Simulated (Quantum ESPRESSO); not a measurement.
The system is Ga2O3.

```
Ga O
1.0
     6.10700   -1.51855    0.00000
     6.10700    1.51855    0.00000
    -1.38599    0.00000    5.63001
Ga O
4 6
Direct
  0.34134 0.34134 0.68598
  0.65866 0.65866 0.31402
  0.90950 0.90950 0.20540
  0.09050 0.09050 0.79460
  0.50410 0.50410 0.74340
  0.49590 0.49590 0.25660
  0.82670 0.82670 0.43680
  0.17330 0.17330 0.56320
  0.83550 0.83550 0.89020
  0.16450 0.16450 0.10980
```

Base run:

* Program: Quantum ESPRESSO 7.5
* Functional: N12
* Potentials or basis: PseudoDojo 0.4.1 SR PBE standard
* Cutoff: 1143 eV
* Density cutoff: 4572 eV
* k mesh: 6 × 6 × 4
* Occupations: fermi-dirac, width 0.05 eV
* Spin: no spin polarisation

Its results: band gap on the k mesh 2.43 eV, indirect (least direct gap 2.46 eV); pressure 1.5 GPa; largest force 0.216 eV/Å.

Problem. After a change of settings the same cell gave: band gap on the k mesh 2.46 eV, indirect (least direct gap 2.48 eV); pressure 6.3 GPa; largest force 0.165 eV/Å. Which change was it?
A. functional from N12 to OLYP
B. functional from N12 to RGE2
C. functional from N12 to WC

Solution. B.

Caveats: the potentials were made for another functional, which shifts forces and pressure.

Not every run made on this cell is shown here.
